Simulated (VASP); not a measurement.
A run of VASP 6.6.1:

The input INCAR:

```
  PREC = Accurate
  ENCUT = 600
  EDIFF = 1E-7
  ISMEAR = 0
  SIGMA = 0.02
  LREAL = False
  LASPH = True
  NELM = 60
  ALGO = Normal
  ISIF = 3
  LWAVE = False
  LCHARG = False
  METAGGA = R2SCAN
  LMIXTAU = True
  IBRION = 2
  NSW = 80
  EDIFFG = -0.004
```

Contents of KPOINTS:

```
regular mesh
0
Gamma
  10 10 10
```

POSCAR

```
TaN
1.0
    0.0000000000      2.2113230000      2.2113230000
    2.2113230000      0.0000000000      2.2113230000
    2.2113230000      2.2113230000      0.0000000000
Ta N
1 1
Direct
    0.5000000000      0.5000000000      0.5000000000
    0.0000000000      0.0000000000      0.0000000000
```

Potentials or basis: VASP PAW PBE potentials, release 64 (Ta_pv, N).

The run is started by

```sh
$ cat potpaw_PBE.64/Ta_pv/POTCAR potpaw_PBE.64/N/POTCAR > POTCAR
$ mpirun -np 1 vasp_std > vasp.out
```

Hardware: 1 thread of Intel(R) Xeon(R) Platinum 8488C (Sapphire Rapids), on a shared host.

Task: How long does it take, and how much memory?

Result: Wall time 2.5 min on 1 thread of Intel(R) Xeon(R) Platinum 8488C (Sapphire Rapids), with other jobs on the host, peak memory 0.18 GiB. Counts: scf iterations 44, k points 47, ion steps 3.
